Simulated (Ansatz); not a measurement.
Set up this calculation in Ansatz 0.2.0, as the native input.

```
Task                : relaxation of cell and atoms
Functional          : LDA
Potentials or basis : Ansatz PAW
Cutoff              : 420 eV (not typed: the program's choice for these potentials)
k mesh              : 6 × 6 × 5
Occupations         : fermi-dirac, width 0.05 eV
Spin                : no spin polarisation
```

The system is Si.

```
Si
1.0
     4.37522   -2.57734    0.00000
     4.37522    2.57734    0.00000
     0.00000    0.00000    5.18307
Si
8
Direct
  0.79429 0.79429 0.00000
  0.29429 0.29429 0.50000
  0.20572 0.20572 0.00000
  0.70571 0.70571 0.50000
  0.15562 0.84438 0.67413
  0.84438 0.15562 0.32587
  0.34438 0.65562 0.17413
  0.65562 0.34438 0.82587
```

This isn't the form of Si at room conditions, which is diamond.

One way to write it, as run:

input.yaml

```yaml
crystal:
  lattice:
    - [4.375222, -2.577344, 0.0]
    - [4.375222, 2.577344, 0.0]
    - [0.0, 0.0, 5.183067]
  atoms:
    - { symbol: Si, position: [0.794285, 0.794285, 0.0] }
    - { symbol: Si, position: [0.294285, 0.294285, 0.5] }
    - { symbol: Si, position: [0.205715, 0.205715, 0.0] }
    - { symbol: Si, position: [0.705715, 0.705715, 0.5] }
    - { symbol: Si, position: [0.15562, 0.84438, 0.67413] }
    - { symbol: Si, position: [0.84438, 0.15562, 0.32587] }
    - { symbol: Si, position: [0.34438, 0.65562, 0.17413] }
    - { symbol: Si, position: [0.65562, 0.34438, 0.82587] }
hamiltonian:
  xc: lda
  pseudopotentials: { kind: paw }
kpoints:
  mp_grid: { grid: [6, 6, 5] }
scf:
  occupations: { method: fermi_dirac, width: 0.05 }
output:
  forces: true
  stress: true
  eigenvalues: true
relax:
  f_tol: 0.01
  max_steps: 40
  cell: { stress_tol: 0.05 }
```

Potentials or basis: Ansatz PAW.

Command:

```sh
$ ansatz run input.yaml --threads 4 --pin off --max-ram 11264MiB --backend cpu --events-out ev --progress --plain --runs-dir out
```

Results of the run:

```
Relaxed volume                         : 14.76 Å³/atom
Relaxed cell                           : a = 5.125 Å, b = 5.125 Å, c = 5.374 Å, α = 90.00°, β = 90.00°, γ = 56.75°
Space group after relaxing (to 0.05 Å) : Fmmm (No. 69)
Energy gained by relaxing              : 125.8 meV/atom
Ionic steps                            : 16
Pressure after relaxing                : 0.0 GPa
Band gap on the k mesh                 : none (metal or under the smearing width)
```

Caveat: the plane-wave basis is chosen anew once the cell has moved, so the energies of steps on either side of that aren't comparable; the PAW data sets come from PBE, with cores solved anew for the run's functional, which leaves a small shift of forces and pressure.

Run time: 26 s on 4 threads of Arm Neoverse V2, with other jobs on the host, peak memory 0.44 GiB.
